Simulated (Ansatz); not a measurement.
CuI (CsCl type) at its r2SCAN geometry, in Ansatz 0.2.0. One HSE06 run serves as the base. The settings are then varied one at a time, some on purpose to values that make no sense. Doubtful ones may also carry a cap on iterations. All numbers are computed, and spin polarisation is off unless an edit sets a moment.

Base input:
```yaml
crystal:
  lattice:
    - [3.6613896554, 0.0, 0.0]
    - [0.0, 3.6613896554, 0.0]
    - [0.0, 0.0, 3.6613896554]
  atoms:
    - { symbol: Cu, position: [0.0, 0.0, 0.0] }
    - { symbol: I, position: [0.5, 0.5, 0.5] }
kpoints:
  mp_grid: { grid: [4, 4, 4] }
hamiltonian:
  xc: hse06
scf:
  occupations: { method: fermi_dirac, width: 0.02 }
  n_extra_bands: 4
output:
  forces: true
  stress: true
  eigenvalues: true
```

Base results:
```
Basis set: ecut = 420 eV, 949 PW (Γ)
Symmetry: 48 space group operations
Space group: Pm-3m (ITA 221)
k-points: 10 of 64
Exchange kernel: α = 0.2500, screened, ω = 0.2079 Å⁻¹, Wigner–Seitz truncation, v(0) = 1024.4561 eV·Å³, q-mesh 4×4×4
hybrid SCF converged: 2 outer / 11 inner (+7 warm-up)
Free energy (F): -14140.962946 eV
Fermi energy:    9.418435 eV
--- Stress (GPa, compression-positive) ---
        1.951053       0.000000       0.000000
        0.000000       1.951053       0.000000
        0.000000       0.000000       1.951053
  P = ⅓ Tr σ = 1.9511 GPa (19.511 kbar)
--- Band table (eV; the first three rows and the last of 10) ---
  k-point 0: bands = […, 6.5439, 6.5439, 6.5439, 7.6849, 7.6849, 7.6849, 10.0072, 15.6597, 15.6597, 20.9372]
  k-point 1: bands = […, 6.2314, 6.2583, 6.5522, 6.6628, 8.4190, 8.4190, 11.8782, 16.0570, 16.9868, 18.5020]
  k-point 2: bands = […, 6.0444, 6.2994, 6.5607, 6.8062, 9.1401, 9.1401, 13.7332, 14.6089, 16.6850, 16.7645]
  k-point 9: bands = […, 4.5106, 6.7713, 6.7713, 7.7700, 7.7700, 7.7700, 11.9088, 11.9088, 11.9088, 12.7290]
```
The gap over this mesh is 0.528 eV.

Run as `ansatz run input.yaml --threads 4 --pin off --max-ram 3686MiB --backend cpu --events-out ev --progress --plain --runs-dir out`.

Question: What happens with this change?
```yaml
scf:
  convergence: { dr2_threshold: 0.0001 }
  max_iter: 89
```

Answer: It converges in 19 iterations against the base's 18. Even so loose a threshold leaves the results unchanged here, which can't be counted on.
```
Warning: scf.convergence.dr2_threshold = 1e-4 eV is looser than this run's default, which is 1e-7 eV or tighter. The error in the forces grows as the threshold's square root, so leave the key out unless less accurate forces are enough
```

Question: Predict the outcome of this edit.
```yaml
hamiltonian:
  xc: { exchange: pbe, correlation: pbe, exx: { coeff: 0.5 } }
```

Answer: That is 50 % exact exchange, at all ranges, against HSE06's 25 % screened at 0.208 1/Å. The mean stress moves by +0.5 GPa and the gap on the mesh by +2.418 eV (to 2.946). Totals of different functionals aren't comparable.
Lines that differ from the base's log, and the results:
```
hybrid SCF converged: 4 outer / 21 inner (+7 warm-up)
Free energy (F): -14143.850360 eV
Fermi energy:    9.265014 eV
--- Stress (GPa, compression-positive) ---
        2.432093       0.000000       0.000000
        0.000000       2.432093       0.000000
        0.000000       0.000000       2.432093
  P = ⅓ Tr σ = 2.4321 GPa (24.321 kbar)
--- Band table (eV; the first three rows and the last of 10) ---
  k-point 0: bands = […, 3.8096, 3.8096, 3.8096, 6.2479, 6.2479, 6.2479, 11.2857, 16.6497, 16.6497, 22.6650]
  k-point 1: bands = […, 3.5939, 3.5939, 3.8183, 4.2303, 6.9263, 6.9263, 13.1213, 17.0876, 18.3659, 19.9555]
  k-point 2: bands = […, 3.4296, 3.6177, 3.8278, 4.1883, 7.6625, 7.6625, 14.8727, 16.2720, 17.7783, 18.0917]
  k-point 9: bands = […, 2.2752, 4.0919, 4.0919, 5.6585, 5.6585, 5.6585, 12.8655, 12.8655, 12.8655, 14.4872]
```

Question: These lines are set or replaced. What follows?
```yaml
basis:
  ecutwfc: 300
```

Answer: 587 plane waves in place of 949. The free energy moves by +113 meV an atom, the mean stress by 0.0 GPa and the gap on the mesh by +0.024 eV (to 0.552). The basis is too small: these are errors of the cutoff.
Lines that differ from the base's log, and the results:
```
Warning: basis.ecutwfc = 300 eV is below the records' recommended 420 eV, and the density's cutoff is lower with it unless basis.ecutrho_ratio is high enough to keep the records' density cutoff: compare with a run at a higher cutoff
Basis set: ecut = 300 eV, 587 PW (Γ)
hybrid SCF converged: 3 outer / 13 inner (+7 warm-up)
Free energy (F): -14140.737877 eV
Fermi energy:    9.409017 eV
--- Stress (GPa, compression-positive) ---
        1.941372       0.000000       0.000000
        0.000000       1.941372       0.000000
        0.000000       0.000000       1.941372
  P = ⅓ Tr σ = 1.9414 GPa (19.414 kbar)
--- Band table (eV; the first three rows and the last of 10) ---
  k-point 0: bands = […, 6.4805, 6.4805, 6.4805, 7.6771, 7.6771, 7.6771, 10.0145, 15.6479, 15.6479, 20.9449]
  k-point 1: bands = […, 6.1819, 6.1976, 6.4871, 6.6047, 8.4000, 8.4000, 11.8799, 16.0428, 16.9854, 18.5032]
  k-point 2: bands = […, 5.9929, 6.2402, 6.4971, 6.7379, 9.1160, 9.1160, 13.7279, 14.6185, 16.6736, 16.7658]
  k-point 9: bands = […, 4.4912, 6.7107, 6.7107, 7.7269, 7.7269, 7.7269, 11.9076, 11.9076, 11.9076, 12.7521]
```

Question: These lines are set or replaced. What follows?
```yaml
hamiltonian:
  xc: { exchange: pbe, correlation: pbe, exx: { coeff: 0.3, omega: 0.3 } }
```

Answer: That is 30 % exact exchange, screened with ω = 0.3 1/Å, against HSE06's 25 % screened at 0.208 1/Å. The mean stress moves by +0.2 GPa and the gap on the mesh by -0.009 eV (to 0.519). Totals of different functionals aren't comparable.
```
Exchange kernel: α = 0.3000, screened, ω = 0.3000 Å⁻¹, Wigner–Seitz truncation, v(0) = 502.2341 eV·Å³, q-mesh 4×4×4
hybrid SCF converged: 3 outer / 14 inner (+7 warm-up)
Free energy (F): -14141.756429 eV
Fermi energy:    9.405322 eV
--- Stress (GPa, compression-positive) ---
        2.184733       0.000000       0.000000
        0.000000       2.184733       0.000000
        0.000000       0.000000       2.184733
  P = ⅓ Tr σ = 2.1847 GPa (21.847 kbar)
```

Question: Predict the outcome of this edit.
```yaml
hamiltonian:
  xc: wpbeh
```

Answer: The mean stress moves by +0.4 GPa and the gap on the mesh by -0.103 eV (to 0.425). It's another functional on the same cell, so totals aren't comparable.
```
hybrid SCF converged: 3 outer / 12 inner (+7 warm-up)
Free energy (F): -14137.553500 eV
Fermi energy:    9.421624 eV
--- Stress (GPa, compression-positive) ---
        2.321288       0.000000       0.000000
        0.000000       2.321288       0.000000
        0.000000       0.000000       2.321288
  P = ⅓ Tr σ = 2.3213 GPa (23.213 kbar)
--- Band table (eV; the first three rows and the last of 10) ---
  k-point 0: bands = […, 6.5380, 6.5380, 6.5380, 7.7407, 7.7407, 7.7407, 9.9492, 15.7434, 15.7434, 20.8778]
  k-point 1: bands = […, 6.2330, 6.2519, 6.5463, 6.6599, 8.4698, 8.4698, 11.8498, 16.1415, 16.9913, 18.4900]
  k-point 2: bands = […, 6.0471, 6.2925, 6.5548, 6.8022, 9.1939, 9.1939, 13.7457, 14.5450, 16.7601, 16.7601]
  k-point 9: bands = […, 4.5493, 6.7661, 6.7661, 7.7978, 7.7978, 7.7978, 11.9249, 11.9249, 11.9249, 12.6112]
```

Spin-orbit coupling is left out, which matters wherever the heavy atoms make up the band edges.

The meshes of the hybrids are coarse, so their gaps aren't converged to the digits shown.
